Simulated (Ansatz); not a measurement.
Equation of state of KZnF3 under PBEsol

```xyz
5
Lattice="4.0500 0.0000 0.0000 0.0000 4.0500 0.0000 0.0000 0.0000 4.0500" Properties=species:S:1:pos:R:3 pbc="T T T"
Zn    2.0250    2.0250    2.0250
K     0.0000    0.0000    0.0000
F     2.0250    0.0000    2.0250
F     0.0000    2.0250    2.0250
F     2.0250    2.0250    0.0000
```

The cell was scaled at fixed shape and fractions and run with Ansatz, all-electron LAPW, scalar-relativistic; PBEsol, k mesh 7 × 7 × 7 on the cell of 5 atoms, fermi-dirac occupations of 0.05 eV, no spin polarisation, no spin-orbit coupling. Energies are those that the program minimises, any entropy of the smearing included.

| V (Å³/atom) | energy over the lowest row (meV/atom) |
| --- | --- |
| 12.4889 | 13.788 |
| 12.7546 | 5.977 |
| 13.0203 | 1.498 |
| 13.2860 | 0.000 |
| 13.5517 | ? |
| 13.8175 | 4.687 |
| 14.0832 | 10.330 |

Problem. Fit the third-order Birch-Murnaghan form, give V0, B0 and B′, and predict the energy left open.

Solution. With y = (V0/V)^(2/3), E = E0 + (9 V0 B0/16) [(y - 1)³ B′ + (y - 1)² (6 - 4y)]. Least squares through the rows shown give V0 = 13.2981 Å³/atom, E0 = -0.003 meV, B0 = 79.66 GPa (1 eV/Å³ = 160.218 GPa) and B′ = 4.69, with a largest miss of 0.003 meV. At V = 13.5517 the form with these constants gives 1.157 meV; the run gave 1.158 meV an atom. Measured volume: 13.34 Å³/atom (a printed reference work), so the fit lies -0.3 % from it. The runs are for a static lattice.
